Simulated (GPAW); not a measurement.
A run of GPAW 26.7.0 is set up as follows.

run.py

```python
import numpy as np
from ase import Atoms
from ase.dft.bandgap import bandgap
from ase.io import write
from gpaw import GPAW, PW
from gpaw.response.df import DielectricFunction

atoms = Atoms(['Sr', 'O'],
              cell=[[0.0, 2.5663, 2.5663],
                    [2.5663, 0.0, 2.5663],
                    [2.5663, 2.5663, 0.0]],
              scaled_positions=[[0.5, 0.5, 0.5],
                                [0.0, 0.0, 0.0]],
              pbc=True)

calc = GPAW(mode=PW(650),
            xc='PBE',
            kpts={'size': (7, 7, 7), 'gamma': True},
            occupations={'name': 'fermi-dirac', 'width': 0.001},
            nbands=16,
            convergence={'density': 1e-06},
            maxiter=150,
            txt='gpaw.txt')
atoms.calc = calc
energy = atoms.get_potential_energy()
calc.write('gs.gpw')
write('result.traj', atoms)
print(f'Energy: {energy:.6f} eV')
print('Fermi level:', round(calc.get_fermi_level(), 4), 'eV')
print(f'Gap: {bandgap(calc)[0]:.4f} eV, direct: {bandgap(calc, direct=True)[0]:.4f} eV')

for size in [(23, 23, 23)]:
    name = 'x'.join(str(n) for n in size)
    dense = calc.fixed_density(kpts={'size': size, 'gamma': True},
                               nbands=34, convergence={'bands': 28, 'eigenstates': 1e-7},
                               update_fermi_level=True, txt=f'dense-{name}.txt')
    dense.write(f'{name}.gpw', mode='all')
    df = DielectricFunction(f'{name}.gpw', frequencies=np.array([0.0]), hilbert=False, eta=0.001,
                            ecut=80, nbands=28, intraband=False, txt=f'df-{name}.txt')
    for xc in ['RPA']:
        for direction in ['x', 'y', 'z', [0, 1, 1], [1, 0, 1], [1, 1, 0]]:
            e0, e = df.get_macroscopic_dielectric_constant(xc=xc, direction=direction)
            print(f'{name} {xc} {direction}: {e0:.4f} without, {e:.4f} with local fields')
```

Potentials or basis: GPAW PAW data sets (gpaw-data 1.2.1), pw.

The run is started by

```bash
$ OMP_NUM_THREADS=1 python run.py
```

Task: What does it give for the electronic dielectric tensor (diagonal)?

Result: 3.52.

Task: Estimate the band gap on the k mesh.

Result: 3.45 eV, indirect (least direct gap 3.54 eV).

Electronic dielectric tensor:
```
3.52 0.00 0.00
0.00 3.52 0.00
0.00 0.00 3.52
```

Caveat: the long-wavelength limit can be off by a per cent or two; an odd mesh through Γ misses points on the zone boundary, where band edges often lie.
